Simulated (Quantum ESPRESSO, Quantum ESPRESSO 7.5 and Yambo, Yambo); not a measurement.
# SiC (Moissanite): G0W0 with Yambo, start to end

Wanted: ground state, empty states, screening and self-energy for SiC (Moissanite).

Program: Quantum ESPRESSO 7.5 and Yambo 5.3.0. Level of theory: PBE and many-body steps on it, plane waves. Results are calculated unless marked as measured.

**The experiments to reproduce.**

- Gap 3.33 eV: band gap at cryogenic temperature; bulk crystal (literature value) (quoted in “Silicon carbide diodes for neutron detection”, 2020, arxiv:2009.14696).

This is a report of a sequence of runs, with most program output left out.

### Step 1. Starting point

Symmetry: P6_3mc, No. 186, hexagonal system. Conventional cell: a = 3.076 Å, b = 3.076 Å, c = 5.048 Å, α = 90.00°, β = 90.00°, γ = 120.00°. Nearest to Si lie 4 C at 1.88 to 1.90 Å. Nearest to C lie 4 Si at 1.88 to 1.90 Å. Farther neighbours are not listed.

Geometry: measured (diffraction); atoms relaxed with PBE. The runs that relaxed it are not among those shown.

### Step 2. Ground state

This step: Quantum ESPRESSO 7.5; DFT, PBE, plane waves, norm-conserving pseudopotentials.

The ground-state density comes first.

pw.in

```
&control
  calculation = 'scf'
  prefix = 'x'
  outdir = 'o'
  pseudo_dir = 'pseudo'
/
&system
  ibrav = 0
  nat = 4
  ntyp = 2
  ecutwfc = 74.0
  nbnd = 14
  force_symmorphic = .true.
/
&electrons
  conv_thr = 1e-10
  electron_maxstep = 80
  mixing_beta = 0.5
/
ATOMIC_SPECIES
  Si 28.085 Si.upf
  C 12.011 C.upf
CELL_PARAMETERS angstrom
  3.0760000000 0.0000000000 0.0000000000
  -1.5380000000 2.6638941420 0.0000000000
  0.0000000000 0.0000000000 5.0480000000
ATOMIC_POSITIONS crystal
  Si 0.3333333333 0.6666666667 0.0045619064
  Si 0.6666666667 0.3333333333 0.5045619064
  C 0.3333333333 0.6666666667 0.3804380937
  C 0.6666666667 0.3333333333 0.8804380937
K_POINTS automatic
  6 6 4 0 0 0
```

Launch:

```bash
> OMP_NUM_THREADS=1 mpirun -n 4 pw.x -nk 4 -in pw.in > pw.out
```

Run time: 4.4 s. Hardware: 4 MPI ranks of Arm Neoverse V1, shared host; peak memory 0.25 GiB.

Numbers from this step:

```yaml
total_energy: -558.8942 eV
gap: 2.283 eV
k_of_the_valence_top: 0, 0, 0
k_of_the_conduction_bottom: 0.3333, 0.3333, 0
least_direct_gap: 3.979 eV
```

The gap is indirect, with the least direct gap 1.70 eV higher.

### Step 3. Bands along the symmetry lines

The cheap functional maps the bands first; the places of the edges decide which points the dearer methods must see.

pw.in

```
&control
  calculation = 'bands'
  prefix = 'x'
  outdir = 'o'
  pseudo_dir = 'pseudo'
/
&system
  ibrav = 0
  nat = 4
  ntyp = 2
  ecutwfc = 74.0
  nbnd = 14
  force_symmorphic = .true.
/
&electrons
  conv_thr = 1e-9
  electron_maxstep = 80
  diago_full_acc = .true.
  diago_thr_init = 5e-6
/
ATOMIC_SPECIES
  Si 28.085 Si.upf
  C 12.011 C.upf
CELL_PARAMETERS angstrom
  3.0760000000 0.0000000000 0.0000000000
  -1.5380000000 2.6638941420 0.0000000000
  0.0000000000 0.0000000000 5.0480000000
ATOMIC_POSITIONS crystal
  Si 0.3333333333 0.6666666667 0.0045619064
  Si 0.6666666667 0.3333333333 0.5045619064
  C 0.3333333333 0.6666666667 0.3804380937
  C 0.6666666667 0.3333333333 0.8804380937
K_POINTS crystal
  75
  0.00000000 0.00000000 0.00000000 1
  0.06250000 0.00000000 0.00000000 1
  0.12500000 0.00000000 0.00000000 1
  0.18750000 0.00000000 0.00000000 1
  0.25000000 0.00000000 0.00000000 1
  0.31250000 0.00000000 0.00000000 1
  0.37500000 0.00000000 0.00000000 1
  0.43750000 0.00000000 0.00000000 1
  0.50000000 0.00000000 0.00000000 1
  0.47916667 0.04166667 0.00000000 1
  0.45833333 0.08333333 0.00000000 1
  0.43750000 0.12500000 0.00000000 1
  0.41666666 0.16666666 0.00000000 1
  0.39583333 0.20833333 0.00000000 1
  0.37500000 0.25000000 0.00000000 1
  0.35416666 0.29166666 0.00000000 1
  0.33333333 0.33333333 0.00000000 1
  0.29166666 0.29166666 0.00000000 1
  0.25000000 0.25000000 0.00000000 1
  0.20833333 0.20833333 0.00000000 1
  0.16666666 0.16666666 0.00000000 1
  0.12500000 0.12500000 0.00000000 1
  0.08333333 0.08333333 0.00000000 1
  0.04166667 0.04166667 0.00000000 1
  0.00000000 0.00000000 0.00000000 1
  0.00000000 0.00000000 0.06250000 1
  0.00000000 0.00000000 0.12500000 1
  0.00000000 0.00000000 0.18750000 1
  0.00000000 0.00000000 0.25000000 1
  0.00000000 0.00000000 0.31250000 1
  0.00000000 0.00000000 0.37500000 1
  0.00000000 0.00000000 0.43750000 1
  0.00000000 0.00000000 0.50000000 1
  0.06250000 0.00000000 0.50000000 1
  0.12500000 0.00000000 0.50000000 1
  0.18750000 0.00000000 0.50000000 1
  0.25000000 0.00000000 0.50000000 1
  0.31250000 0.00000000 0.50000000 1
  0.37500000 0.00000000 0.50000000 1
  0.43750000 0.00000000 0.50000000 1
  0.50000000 0.00000000 0.50000000 1
  0.47916667 0.04166667 0.50000000 1
  0.45833333 0.08333333 0.50000000 1
  0.43750000 0.12500000 0.50000000 1
  0.41666666 0.16666666 0.50000000 1
  0.39583333 0.20833333 0.50000000 1
  0.37500000 0.25000000 0.50000000 1
  0.35416666 0.29166666 0.50000000 1
  0.33333333 0.33333333 0.50000000 1
  0.29166666 0.29166666 0.50000000 1
  0.25000000 0.25000000 0.50000000 1
  0.20833333 0.20833333 0.50000000 1
  0.16666666 0.16666666 0.50000000 1
  0.12500000 0.12500000 0.50000000 1
  0.08333333 0.08333333 0.50000000 1
  0.04166667 0.04166667 0.50000000 1
  0.00000000 0.00000000 0.50000000 1
  0.50000000 0.00000000 0.50000000 1
  0.50000000 0.00000000 0.43750000 1
  0.50000000 0.00000000 0.37500000 1
  0.50000000 0.00000000 0.31250000 1
  0.50000000 0.00000000 0.25000000 1
  0.50000000 0.00000000 0.18750000 1
  0.50000000 0.00000000 0.12500000 1
  0.50000000 0.00000000 0.06250000 1
  0.50000000 -0.00000000 0.00000000 1
  0.33333333 0.33333333 0.50000000 1
  0.33333333 0.33333333 0.43750000 1
  0.33333333 0.33333333 0.37500000 1
  0.33333333 0.33333333 0.31250000 1
  0.33333333 0.33333333 0.25000000 1
  0.33333333 0.33333333 0.18750000 1
  0.33333333 0.33333333 0.12500000 1
  0.33333333 0.33333333 0.06250000 1
  0.33333333 0.33333333 0.00000000 1
```

The job ended after 4.7 s (4 MPI ranks; peak memory 0.2 GiB).

This step gave:

```yaml
gap: 2.283 eV
k_of_the_valence_top: 0, 0, 0
k_of_the_conduction_bottom: 0.3333, 0.3333, 0
least_direct_gap: 3.979 eV
```

The gap is 2.283 eV, as in the run before at this level.

The electronic bands at the labelled points (eV, zero at the top of the highest filled band; v1 is the highest filled band, c1 the lowest empty one):

| point | v4 | v3 | v2 | v1 | c1 | c2 | c3 | c4 |
| --- | --- | --- | --- | --- | --- | --- | --- | --- |
| Γ | -1.32 | -0.11 | 0.00 | 0.00 | 4.80 | 6.20 | 6.67 | 6.67 |
| halfway | -2.96 | -2.53 | -1.02 | -0.61 | 4.06 | 5.85 | 7.24 | 7.65 |
| M | -5.44 | -3.33 | -3.29 | -1.20 | 2.78 | 4.23 | 6.89 | 7.14 |
| halfway | -5.39 | -4.67 | -3.36 | -2.54 | 3.21 | 5.16 | 7.68 | 8.48 |
| K | -6.27 | -4.04 | -4.04 | -3.83 | 2.28 | 8.17 | 8.86 | 8.86 |
| halfway | -4.15 | -2.82 | -1.45 | -1.25 | 5.07 | 5.82 | 6.99 | 7.21 |
| Γ | -1.32 | -0.11 | 0.00 | 0.00 | 4.80 | 6.20 | 6.67 | 6.67 |
| halfway | -1.15 | -1.15 | -0.22 | -0.22 | 5.08 | 6.79 | 6.79 | 7.02 |
| A | -0.71 | -0.71 | -0.71 | -0.71 | 5.89 | 5.89 | 7.35 | 7.35 |
| halfway | -2.95 | -2.95 | -1.72 | -1.72 | 4.50 | 4.50 | 7.36 | 7.36 |
| L | -2.45 | -2.45 | -2.33 | -2.33 | 3.29 | 3.29 | 5.26 | 5.26 |
| halfway | -4.25 | -4.25 | -1.92 | -1.92 | 4.28 | 4.28 | 6.36 | 6.36 |
| H | -5.64 | -5.64 | -1.74 | -1.74 | 5.07 | 5.07 | 6.03 | 6.03 |
| halfway | -3.01 | -3.01 | -2.49 | -2.49 | 5.17 | 5.17 | 7.54 | 7.54 |
| A | -0.71 | -0.71 | -0.71 | -0.71 | 5.89 | 5.89 | 7.35 | 7.35 |
| jump to L | -2.45 | -2.45 | -2.33 | -2.33 | 3.29 | 3.29 | 5.26 | 5.26 |
| halfway | -4.15 | -3.09 | -2.33 | -1.63 | 3.11 | 3.27 | 6.63 | 7.04 |
| M | -5.44 | -3.33 | -3.29 | -1.20 | 2.78 | 4.23 | 6.89 | 7.14 |
| jump to H | -5.64 | -5.64 | -1.74 | -1.74 | 5.07 | 5.07 | 6.03 | 6.03 |
| halfway | -6.46 | -4.51 | -2.82 | -2.82 | 3.51 | 6.58 | 6.58 | 7.84 |
| K | -6.27 | -4.04 | -4.04 | -3.83 | 2.28 | 8.17 | 8.86 | 8.86 |

### Step 4. Empty states on the mesh, 3×3×4 mesh, 180 bands

The sums over transitions need many empty states on a uniform mesh; this step solves for them.

pw.in

```
&control
  calculation = 'nscf'
  prefix = 'x'
  outdir = 'o'
  pseudo_dir = 'pseudo'
/
&system
  ibrav = 0
  nat = 4
  ntyp = 2
  ecutwfc = 74.0
  nbnd = 180
  force_symmorphic = .true.
/
&electrons
  conv_thr = 1e-9
  electron_maxstep = 80
  diago_full_acc = .true.
  diago_thr_init = 5e-6
/
ATOMIC_SPECIES
  Si 28.085 Si.upf
  C 12.011 C.upf
CELL_PARAMETERS angstrom
  3.0760000000 0.0000000000 0.0000000000
  -1.5380000000 2.6638941420 0.0000000000
  0.0000000000 0.0000000000 5.0480000000
ATOMIC_POSITIONS crystal
  Si 0.3333333333 0.6666666667 0.0045619064
  Si 0.6666666667 0.3333333333 0.5045619064
  C 0.3333333333 0.6666666667 0.3804380937
  C 0.6666666667 0.3333333333 0.8804380937
K_POINTS automatic
  3 3 4 0 0 0
```

Elapsed: 14 s, on 4 MPI ranks; peak memory 0.38 GiB.

Numbers from this step:

* gap: 2.283 eV
* k of the valence top: 0, 0, 0
* k of the conduction bottom: 0.3333, 0.3333, 0
* least direct gap: 4.286 eV
* k points computed: 10
* lowest point of the top converged band, above the valence top: 131.1515 eV

On this mesh the gap is 2.283 eV.

### Step 5. Conversion and set-up

This step: Yambo 5.3.0; conversion and set-up on PBE, plane waves, norm-conserving pseudopotentials.

The states are converted to the many-body program's format and the q mesh is built.

Launch:

```bash
> (cd o/x.save; p2y > p2y.log; mv SAVE ../..); yambo > setup.log
```

Wall time 2.1 s (1 MPI rank); peak memory 0.23 GiB.

### Step 6. Screening and self-energy, 3×3×4 mesh, 180 bands, screening to 210.9 eV

Now the one-shot GW correction: screening in the RPA, then the self-energy of the levels asked for.

This step: G0W0 on PBE, plane waves, norm-conserving pseudopotentials.

gw1.in

```
HF_and_locXC
gw0
dyson
ppa
em1d
rim_cut
RandQpts= 1000000
RandGvec= 1 RL
EXXRLvcs= 74 Ry
VXCRLvcs= 296 Ry
Chimod= "HARTREE"
% BndsRnXp
 1 | 180 |
%
NGsBlkXp= 15.5 Ry
% LongDrXp
 1 | 1 | 1 |
%
% GbndRnge
 1 | 180 |
%
DysSolver= "n"
ExtendOut
PPAPntXp= 27.21138 eV
% QPkrange
 1 | 10 | 1 | 14 |
%
```

Launch:

```bash
> OMP_NUM_THREADS=1 mpirun -n 4 yambo -F gw1.in -J gw1 -C gw1 > gw1.log
```

The job ended after 15 min (4 MPI ranks; peak memory 1.6 GiB; 60 min of CPU time).

This step gave:

| Property | Result |
| --- | --- |
| G0W0 gap on the mesh | 2.999 eV |
| starting gap on the mesh | 2.283 eV |
| k of the valence top | 0, 0, 0 |
| k of the conduction bottom | 0.3333, 0.3333, 0 |
| least direct G0W0 gap on the computed points | 5.225 eV |
| Z at the valence top | 0.7952 |
| Z at the conduction bottom | 0.8274 |

The gap on the mesh goes from 2.28 eV to 3.00 eV, a correction of +0.72 eV.

Limits: finite bands, cutoff and mesh; coarse k mesh. v1 is the top filled band, c1 the lowest empty one. Levels before and after the correction, in eV, zero at the valence-band top of each column:

|  | conduction bottom | valence top |
| --- | --- | --- |
| Kohn-Sham | 2.28 | 0.00 |
| G0W0 | 3.00 | 0.00 |

|  | level | energy (eV) |
| --- | --- | --- |
| Kohn-Sham | Γ v3 | -0.109 |
| Kohn-Sham | Γ v2-v1 | 0.000 |
| Kohn-Sham | Γ c1 | 4.799 |
| Kohn-Sham | Γ c2 | 6.202 |
| Kohn-Sham | Γ c3 | 6.669 |
| Kohn-Sham | (0.333 0.333 0) v3-v2 | -4.045 |
| Kohn-Sham | (0.333 0.333 0) v1 | -3.833 |
| Kohn-Sham | (0.333 0.333 0) c1 | 2.283 |
| Kohn-Sham | (0.333 0.333 0) c2 | 8.174 |
| Kohn-Sham | (0.333 0.333 0) c3 | 8.857 |
| G0W0 | Γ v3 | -0.050 |
| G0W0 | Γ v2-v1 | 0.000 |
| G0W0 | Γ c1 | 5.744 |
| G0W0 | Γ c2 | 7.084 |
| G0W0 | Γ c3 | 7.531 |
| G0W0 | (0.333 0.333 0) v3-v2 | -4.353 |
| G0W0 | (0.333 0.333 0) v1 | -4.156 |
| G0W0 | (0.333 0.333 0) c1 | 2.999 |
| G0W0 | (0.333 0.333 0) c2 | 9.275 |
| G0W0 | (0.333 0.333 0) c3 | 10.034 |

### Step 7. Where the time went

Times are wall times on the hardware named with each run, good to a factor of about two.

| step | time | share | memory (GiB) |
| --- | --- | --- | --- |
| ground state | 4.4 s | 0 % | 0.25 |
| bands along the symmetry lines | 4.7 s | 1 % | 0.2 |
| empty states on the mesh | 14 s | 2 % | 0.38 |
| conversion and set-up | 2.1 s | 0 % | 0.23 |
| screening and self-energy | 15 min | 97 % | 1.6 |

### Step 8. What came out

```json
{
  "PBE gap": "2.28 eV, indirect",
  "G0W0 gap on the mesh": "3.00 eV",
  "GW settings": "3×3×4 mesh, 180 bands, screening to 210.9 eV, Godby-Needs plasmon pole",
  "known limits": "not at the basis limit; coarse k mesh"
}
```

**Reading.** G0W0 moves the gap on the mesh from 2.28 eV to 3.00 eV (+0.72 eV), with Z of 0.80 and 0.83 at the edges. The dearest step here is «screening and self-energy». Against experiment, by G0W0@PBE: the gap of 3.00 eV lies −0.33 eV from the measured 3.33 eV (kind not stated, quoted 2020). The calculation has static nuclei and no excitons; a measured gap holds zero-point and thermal motion, which mostly lowers it. Bands and cutoff are finite, so the gap is not at the basis limit. The miss can reach some tenths of an eV and take either sign; the mesh is an error of its own. The 3×3×4 mesh is coarse for this cell, which bears on the long-range parts of exchange and screening.

[Paths, hosts, dates, memory and timing lines, banners, echoed tables and standing remarks are left out of the program output.]

[Logs are printed without paths, hosts, clocks, repeated set-up lines and the standing remarks that a program may print on its own settings, such as how far it seeks lower states.]

[Runs of the session that timed out or met a known fault of the program may be left out.]

[Hosts, paths, dates, database ids (printed as entryN), source tags and the programs' standing remarks are cut or masked in the printed files.]
